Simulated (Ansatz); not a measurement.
WC (Qusongite):

```
W C
1.0
     2.90650    0.00000    0.00000
    -1.45325    2.51710    0.00000
     0.00000    0.00000    2.83660
W C
1 1
Direct
  0.00000 0.00000 0.00000
  0.66667 0.33333 0.50000
```

```yaml
Program: Ansatz 0.2.0
Task: relaxation of cell and atoms
Functional: LDA
Potentials_or_basis: all-electron LAPW, scalar-relativistic
Basis_error_allowed: 0.001 eV/atom
k_mesh: 10 × 10 × 9
Occupations: fermi-dirac, width 0.05 eV
Spin: no spin polarisation
```

At the start: volume 10.38 Å³/atom.

Where does the relaxation end?

Over 6 steps the energy falls by 7.7 meV/atom and the volume is 10.13 Å³/atom (-2.4 %); space group P-6m2 (No. 187, to 0.05 Å).

The path:
```csv
step,energy change (eV),largest force (eV/Å),volume (Å³)
1,0.0000,0.0000,20.75
2,-0.0105,0.0000,19.99
3,-0.0149,0.0000,20.27
4,-0.0154,0.0000,20.27
5,-0.0154,0.0000,20.26
6,-0.0154,0.0000,20.26
```

Final structure:
```
CELL_PARAMETERS angstrom
2.88471 0.00000 0.00000
-1.44235 2.49823 0.00000
0.00000 0.00000 2.81140
ATOMIC_POSITIONS crystal
W 0.00000 0.00000 0.00000
C 0.66667 0.33333 0.50000
```
